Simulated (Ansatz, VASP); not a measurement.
## One calculation of Zr3C2, two programs

```xyz
5
Lattice="5.1280 0.0000 0.0000 0.0000 5.1280 0.0000 0.0000 0.0000 3.9788" Properties=species:S:1:pos:R:3 pbc="T T T"
Zr    0.0000    2.5640    0.0000
Zr    2.5640    0.0000    0.0000
Zr    2.5640    2.5640    0.0000
C     2.5640    2.5640    1.9894
C     0.0000    0.0000    1.9894
```

Alike in both runs: functional PBE; k mesh 4 × 4 × 6; occupations gaussian, width 0.1 eV; no spin polarisation.

Ansatz relaxed the structure, and its values are those at the end. VASP's run is a single point on that final structure, the one shown.

|  | VASP | Ansatz |
| --- | --- | --- |
| version | VASP 6.6.1 | Ansatz 0.2.0 |
| potentials or method | VASP PAW PBE potentials, release 64 (Zr_sv, C) | scalar-relativistic, plane waves, PAW |
| plane-wave cutoff (eV) | 520 | 420 |
| valence electrons in the cell | 44 | 44 |

|  | VASP | Ansatz | Ansatz less VASP |
| --- | --- | --- | --- |
| gap on the k mesh at the Fermi level (eV) | none | none | - |
| pressure (GPa) | 0.2 | 0.1 | -0.10 |

A gap of «none» marks a metal or a gap that the smearing closes. The functional is the same, so the differences come from potentials, cutoffs and numerics.
